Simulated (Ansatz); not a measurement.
Run on Pd (diamond type): DFT, PBE, norm-conserving pseudopotentials, Ansatz's default files, scalar-relativistic (Ansatz 0.2.0). This run: the series' base cell.

The cell comes from a relaxation on PAW files under the same functional, begun from a prototype that needn't be the stable phase.

Command: `ansatz run input.yaml --threads 1 --pin off --max-ram 2048MiB --backend cpu --events-out ev --progress --plain --runs-dir out` It took 8.9 s on 1 thread of Intel(R) Xeon(R) Platinum 8488C (Sapphire Rapids), on a shared host, peak memory 0.48 GiB.

```yaml
crystal:
  lattice:
    - [0.0, 2.9056008059, 2.9056008059]
    - [2.9056008059, 0.0, 2.9056008059]
    - [2.9056008059, 2.9056008059, 0.0]
  atoms:
    - { symbol: Pd, position: [-0.125, -0.125, -0.125] }
    - { symbol: Pd, position: [0.125, 0.125, 0.125] }
kpoints:
  mp_grid: { grid: [12, 12, 12] }
scf:
  occupations: { method: fermi_dirac, width: 0.08 }
hamiltonian:
  xc: pbe
  pseudopotentials: { kind: nc }
output:
  forces: true
  stress: true
  eigenvalues: true
```

Output:

```
Engine: ansatz 0.2.0
Pseudopotentials: kind: nc
Pseudopotential: Pd, nc, valence charge 18, recommended cutoff 1115.666836 eV (normal), Pd.nc.azcp
Functional definition: PBE
  parameter kappa = 0.804
  parameter beta = 0.06672455060314922
  exchange = pbe_x(kappa = kappa, mu = beta*pi^2/3)
  correlation = pbe_c(beta = beta)
Crystal: 2 atoms, lattice volume = 49.061 Å³
Basis set: ecut = 1115.666836 eV, 4111 PW (Γ), exchange–correlation on 90×90×90 points (8 copies of the dense FFT grid, shifted against one another)
Bands: 22, of which v1, the nominal top of the filled ones, is band 18 counted from 1 (17 counted from 0)
Symmetry: 48 space group operations
Space group: Fd-3m (ITA 227), of the structure as read, at distance tolerance 3.7e-5 Å
k-points: 72 of 1728
Non-local potential: Pd, projectors of the file, l = 0: 2, l = 1: 2, l = 2: 2, l = 3: 1
Initial density: superposition of atomic densities (chi_scale 0.1, normalization cell)
Initial wavefunctions: pseudopotential atomic-orbital guess
Functional: x = pbe(κ = 0.804, μ = 0.2195149727645171), c = pbe(β = 0.06672455060314922)
SCF iter   1: F=—  HF=-7371.251137 eV  |F-HF|=—  |Δ(HF+E_count)|=         —  Δρ=1.31e-1  dr2=9.60e0  ethr=3.10e-3  ⟨swp⟩=7.0  Hψ=8068  notcnv=0
preconditioner: auto → LDOS  [metal: Δε(μ)=0.001 eV  Ē_g=5.744 eV  σ=0.080 eV  W_gap=0.00  n_scr=14 (ndim 8)  ℏωp=23.7 eV  f_vac=0.224  D(μ)=6.23/eV (n_scr^D=88)  β→1.0]
SCF iter   2: F=—  HF=-7369.170853 eV  |F-HF|=—  |Δ(HF+E_count)|=    2.08e0  Δρ=1.80e-2  dr2=1.42e-1  ethr=3.10e-3  ⟨swp⟩=4.3  Hψ=4144  notcnv=0
SCF iter   3: F=—  HF=-7369.192661 eV  |F-HF|=—  |Δ(HF+E_count)|=   2.18e-2  Δρ=2.27e-3  dr2=3.23e-3  ethr=3.93e-4  ⟨swp⟩=3.0  Hψ=2931  notcnv=0
SCF iter   4: F=—  HF=-7369.193152 eV  |F-HF|=—  |Δ(HF+E_count)|=   4.91e-4  Δρ=2.87e-4  dr2=2.98e-5  ethr=8.98e-6  ⟨swp⟩=2.0  Hψ=2822  notcnv=0
SCF iter   5: F=—  HF=-7369.192948 eV  |F-HF|=—  |Δ(HF+E_count)|=   2.04e-4  Δρ=4.46e-5  dr2=3.83e-7  ethr=8.29e-8  ⟨swp⟩=2.5  Hψ=3044  notcnv=0
SCF iter   6: F=-7369.192949 eV  HF=-7369.192949 eV  |F-HF|=5.47e-9  |Δ(HF+E_count)|=   7.92e-7  Δρ=5.07e-6  dr2=1.05e-8  ethr=2.78e-10  ⟨swp⟩=9.1  Hψ=8833  notcnv=0
SCF 1 converged in 6 iterations: F = -7369.192949 eV  dr2 = 1.05e-8
SCF converged after 6 iterations
Free energy (F): -7369.192949 eV
Harris-Foulkes:  -7369.192949 eV  (|F-HF|=5.47e-9)
Internal energy: -7369.066834 eV  (E = F + TS)
E sigma→0 (E₀):  -7369.129891 eV
Entropy (-TS):   -0.126115 eV (-63.057 meV/atom)
Fermi energy:    9.945590 eV
--- Per-component energies (eV) ---
  E_band       = -616.389062
  E_kinetic    = 2480.620476
  E_local      = -6671.836663  (includes V_loc(G=0)·N_el)
  E_nonlocal   = 68.457387
  E_hartree    = 2227.845395
  E_xc         = -1149.397917
  E_vxc        = -949.328619  (∫ρ·V_xc dr)
  E_ewald      = -4324.755512
  E_smearing   = -0.126115  (= −TS)
  E_closure    = 0.000000  (closes the sum)
  Σ components = -7369.192949   (vs F -7369.192949, Δ=0.00e0)
--- Forces (eV/Å), atoms counted from 1 ---
  atom   1  Pd     0.00000000     0.00000000     0.00000000
  atom   2  Pd    -0.00000000    -0.00000000     0.00000000
  max |Σ_I F_I| component: 1.48e-16 eV/Å
--- Stress (GPa, compression-positive) ---
       -0.003403      -0.000000       0.000000
       -0.000000      -0.003403      -0.000000
        0.000000      -0.000000      -0.003403
  P = ⅓ Tr σ = -0.0034 GPa (-0.034 kbar)
--- Band table (eV; the first three rows and the last of 72) ---
  k-point 0: bands = ["-73.9527", "-73.8364", "-39.7838", "-39.7838", "-39.7838", "-39.4970", "-39.4970", "-39.4970", "5.4864", "6.6689", "6.6689", "6.7906", "6.7906", "6.7906", "8.6418", "8.6418", "8.6418", "9.7704", "9.7704", "21.4779", "21.4779", "21.4779"]
  k-point 1: bands = ["-73.9512", "-73.8379", "-39.7857", "-39.7857", "-39.7827", "-39.4983", "-39.4951", "-39.4951", "5.5852", "6.5909", "6.5909", "6.7925", "6.8948", "6.8948", "8.6075", "8.6311", "8.6311", "9.7720", "9.7720", "19.5675", "20.8091", "20.8091"]
  k-point 2: bands = ["-73.9470", "-73.8422", "-39.7909", "-39.7909", "-39.7798", "-39.5016", "-39.4898", "-39.4898", "5.8629", "6.5191", "6.5191", "6.8059", "7.0279", "7.0279", "8.5297", "8.6192", "8.6192", "9.7706", "9.7706", "17.4837", "20.0355", "20.0355"]
  k-point 71: bands = ["-73.8947", "-73.8947", "-39.8380", "-39.8380", "-39.6415", "-39.6415", "-39.4432", "-39.4432", "6.2252", "6.2252", "7.1413", "7.1413", "7.7618", "7.7618", "8.1342", "8.1342", "10.0137", "10.0137", "12.2067", "12.2067", "13.5246", "13.5246"]
```

Next run (volume at 0.9 of the series' base cell), as changes to the input before:

```diff
   lattice:
-    - [0.0, 2.9056008059, 2.9056008059]
-    - [2.9056008059, 0.0, 2.9056008059]
-    - [2.9056008059, 2.9056008059, 0.0]
+    - [0.0, 2.805326734, 2.805326734]
+    - [2.805326734, 0.0, 2.805326734]
+    - [2.805326734, 2.805326734, 0.0]
   atoms:
```

Results part of the output:

```
SCF 1 converged in 6 iterations: F = -7369.065943 eV  dr2 = 1.22e-8
SCF converged after 6 iterations
Free energy (F): -7369.065943 eV
Harris-Foulkes:  -7369.065943 eV  (|F-HF|=1.29e-9)
Internal energy: -7368.946543 eV  (E = F + TS)
E sigma→0 (E₀):  -7369.006243 eV
Entropy (-TS):   -0.119401 eV (-59.700 meV/atom)
Fermi energy:    11.737956 eV
--- Per-component energies (eV) ---
  E_band       = -564.040694
  E_kinetic    = 2481.924412
  E_local      = -6416.407772  (includes V_loc(G=0)·N_el)
  E_nonlocal   = 69.530640
  E_hartree    = 2125.970339
  E_xc         = -1150.623860
  E_vxc        = -951.037641  (∫ρ·V_xc dr)
  E_ewald      = -4479.340302
  E_smearing   = -0.119401  (= −TS)
  E_closure    = 0.000000  (closes the sum)
  Σ components = -7369.065943   (vs F -7369.065943, Δ=0.00e0)
--- Forces (eV/Å), atoms counted from 1 ---
  atom   1  Pd     0.00000000     0.00000000    -0.00000000
  atom   2  Pd    -0.00000000     0.00000000     0.00000000
  max |Σ_I F_I| component: 1.11e-16 eV/Å
--- Stress (GPa, compression-positive) ---
        9.294599       0.000000       0.000000
        0.000000       9.294599      -0.000000
       -0.000000      -0.000000       9.294599
  P = ⅓ Tr σ = 9.2946 GPa (92.946 kbar)
--- Band table (eV; the first three rows and the last of 72) ---
  k-point 0: bands = ["-72.4985", "-72.3200", "-38.3623", "-38.3623", "-38.3623", "-37.9635", "-37.9635", "-37.9635", "6.7128", "7.9002", "7.9002", "8.0938", "8.0938", "8.0938", "10.2117", "10.2117", "10.2117", "11.5656", "11.5656", "24.0953", "24.0953", "24.0953"]
  k-point 1: bands = ["-72.4962", "-72.3223", "-38.3652", "-38.3652", "-38.3611", "-37.9650", "-37.9607", "-37.9607", "6.8217", "7.8218", "7.8218", "8.0957", "8.2024", "8.2024", "10.1664", "10.1988", "10.1988", "11.5670", "11.5670", "22.0163", "23.3731", "23.3731"]
  k-point 2: bands = ["-72.4897", "-72.3289", "-38.3728", "-38.3728", "-38.3576", "-37.9692", "-37.9530", "-37.9530", "7.1262", "7.7416", "7.7416", "8.1125", "8.3527", "8.3527", "10.0593", "10.1844", "10.1844", "11.5638", "11.5638", "19.8004", "22.5486", "22.5486"]
  k-point 71: bands = ["-72.4095", "-72.4095", "-38.4409", "-38.4409", "-38.1644", "-38.1644", "-37.8853", "-37.8853", "7.3873", "7.3873", "8.5066", "8.5066", "9.1887", "9.1887", "9.6301", "9.6301", "11.8390", "11.8390", "14.1541", "14.1541", "15.3298", "15.3298"]
```

Next run (volume at 0.6 of the series' base cell), as changes to the input before:

```diff
   lattice:
-    - [0.0, 2.805326734, 2.805326734]
-    - [2.805326734, 0.0, 2.805326734]
-    - [2.805326734, 2.805326734, 0.0]
+    - [0.0, 2.450678632, 2.450678632]
+    - [2.450678632, 0.0, 2.450678632]
+    - [2.450678632, 2.450678632, 0.0]
   atoms:
```

Command: `ansatz run input.yaml --threads 1 --pin off --max-ram 2048MiB --backend cpu --events-out ev --progress --plain --runs-dir out` It took 6.2 s on 1 thread of Intel(R) Xeon(R) Platinum 8488C (Sapphire Rapids), with other jobs on the host, peak memory 0.41 GiB.

Results part of the output:

```
SCF 1 converged in 7 iterations: F = -7364.428856 eV  dr2 = 2.28e-9
SCF converged after 7 iterations
Free energy (F): -7364.428856 eV
Harris-Foulkes:  -7364.428856 eV  (|F-HF|=2.16e-9)
Internal energy: -7364.352260 eV  (E = F + TS)
E sigma→0 (E₀):  -7364.390558 eV
Entropy (-TS):   -0.076596 eV (-38.298 meV/atom)
Fermi energy:    21.005532 eV
--- Per-component energies (eV) ---
  E_band       = -296.904688
  E_kinetic    = 2506.554808
  E_local      = -5400.293701  (includes V_loc(G=0)·N_el)
  E_nonlocal   = 73.052899
  E_hartree    = 1743.577503
  E_xc         = -1159.679128
  E_vxc        = -963.374385  (∫ρ·V_xc dr)
  E_ewald      = -5127.564641
  E_smearing   = -0.076596  (= −TS)
  E_closure    = 0.000000  (closes the sum)
  Σ components = -7364.428856   (vs F -7364.428856, Δ=0.00e0)
--- Forces (eV/Å), atoms counted from 1 ---
  atom   1  Pd    -0.00000000    -0.00000000    -0.00000000
  atom   2  Pd    -0.00000000    -0.00000000    -0.00000000
  max |Σ_I F_I| component: 2.96e-16 eV/Å
--- Stress (GPa, compression-positive) ---
      131.096649       0.000000       0.000000
       -0.000000     131.096649       0.000000
        0.000000       0.000000     131.096649
  P = ⅓ Tr σ = 131.0966 GPa (1310.966 kbar)
--- Band table (eV; the first three rows and the last of 72) ---
  k-point 0: bands = ["-65.1845", "-64.3704", "-31.2728", "-31.2728", "-31.2728", "-29.9981", "-29.9981", "-29.9981", "13.2338", "14.0240", "14.0240", "14.8207", "14.8207", "14.8207", "18.2707", "18.2707", "18.2707", "20.8692", "20.8692", "34.8839", "35.2134", "35.2134"]
  k-point 1: bands = ["-65.1744", "-64.3811", "-31.2834", "-31.2834", "-31.2709", "-29.9997", "-29.9868", "-29.9868", "13.3914", "13.9446", "13.9446", "14.8173", "14.9507", "14.9507", "18.1578", "18.2405", "18.2405", "20.8676", "20.8676", "33.3960", "35.1106", "35.1106"]
  k-point 2: bands = ["-65.1455", "-64.4118", "-31.3113", "-31.3113", "-31.2659", "-30.0040", "-29.9568", "-29.9568", "13.8006", "13.8356", "13.8356", "14.8607", "15.1694", "15.1694", "17.8730", "18.2025", "18.2025", "20.8500", "20.8500", "31.3370", "33.8073", "34.7495"]
  k-point 71: bands = ["-64.7837", "-64.7837", "-31.5625", "-31.5625", "-30.6309", "-30.6309", "-29.6950", "-29.6950", "13.1336", "13.1336", "15.4218", "15.4218", "16.5084", "16.5084", "17.3686", "17.3686", "21.2527", "21.2527", "24.1125", "24.1125", "24.6171", "24.6171"]
```

Next run (volume at 0.4 of the series' base cell), as changes to the input before:

```diff
   lattice:
-    - [0.0, 2.450678632, 2.450678632]
-    - [2.450678632, 0.0, 2.450678632]
-    - [2.450678632, 2.450678632, 0.0]
+    - [0.0, 2.1408649783, 2.1408649783]
+    - [2.1408649783, 0.0, 2.1408649783]
+    - [2.1408649783, 2.1408649783, 0.0]
   atoms:
```

Results part of the output:

```
SCF 1 converged in 7 iterations: F = -7345.262424 eV  dr2 = 2.93e-8
SCF converged after 7 iterations
Free energy (F): -7345.262424 eV
Harris-Foulkes:  -7345.262424 eV  (|F-HF|=1.89e-8)
Internal energy: -7345.225030 eV  (E = F + TS)
E sigma→0 (E₀):  -7345.243727 eV
Entropy (-TS):   -0.037394 eV (-18.697 meV/atom)
Fermi energy:    35.079254 eV
--- Per-component energies (eV) ---
  E_band       = 100.544325
  E_kinetic    = 2582.615292
  E_local      = -4340.059883  (includes V_loc(G=0)·N_el)
  E_nonlocal   = 73.731043
  E_hartree    = 1386.086839
  E_xc         = -1178.002047
  E_vxc        = -987.912192  (∫ρ·V_xc dr)
  E_ewald      = -5869.596274
  E_smearing   = -0.037394  (= −TS)
  E_closure    = -0.000000  (closes the sum)
  Σ components = -7345.262424   (vs F -7345.262424, Δ=0.00e0)
--- Forces (eV/Å), atoms counted from 1 ---
  atom   1  Pd     0.00000000     0.00000000     0.00000000
  atom   2  Pd     0.00000000    -0.00000000     0.00000000
  max |Σ_I F_I| component: 5.92e-16 eV/Å
--- Stress (GPa, compression-positive) ---
      632.079117       0.000000      -0.000000
        0.000000     632.079117      -0.000000
       -0.000000      -0.000000     632.079117
  P = ⅓ Tr σ = 632.0791 GPa (6320.791 kbar)
--- Band table (eV; the first three rows and the last of 72) ---
  k-point 0: bands = ["-55.0178", "-51.9903", "-21.3752", "-21.3752", "-21.3752", "-17.9670", "-17.9670", "-17.9670", "22.8257", "22.8257", "23.6011", "25.2240", "25.2240", "25.2240", "30.7238", "30.7238", "30.7238", "35.1447", "35.1447", "48.7393", "48.9680", "48.9680"]
  k-point 1: bands = ["-54.9831", "-52.0336", "-21.4071", "-21.4071", "-21.3707", "-17.9550", "-17.9282", "-17.9282", "22.7362", "22.7362", "23.8172", "25.1963", "25.3943", "25.3943", "30.4745", "30.6393", "30.6393", "35.1345", "35.1345", "47.1444", "49.0632", "49.0632"]
  k-point 2: bands = ["-54.8827", "-52.1573", "-21.4906", "-21.4906", "-21.3605", "-17.9193", "-17.8256", "-17.8256", "22.5970", "22.5970", "24.1633", "25.4196", "25.6872", "25.6872", "29.8381", "30.5042", "30.5042", "35.0836", "35.0836", "45.9651", "49.3683", "49.3683"]
  k-point 71: bands = ["-53.5879", "-53.5879", "-22.2416", "-22.2416", "-19.5256", "-19.5256", "-16.9313", "-16.9313", "21.3442", "21.3442", "25.4994", "25.4994", "27.6689", "27.6689", "29.4369", "29.4369", "35.4251", "35.4251", "38.8291", "38.8291", "39.0791", "39.0791"]
```

The norm-conserving files are those that the library serves for this functional.
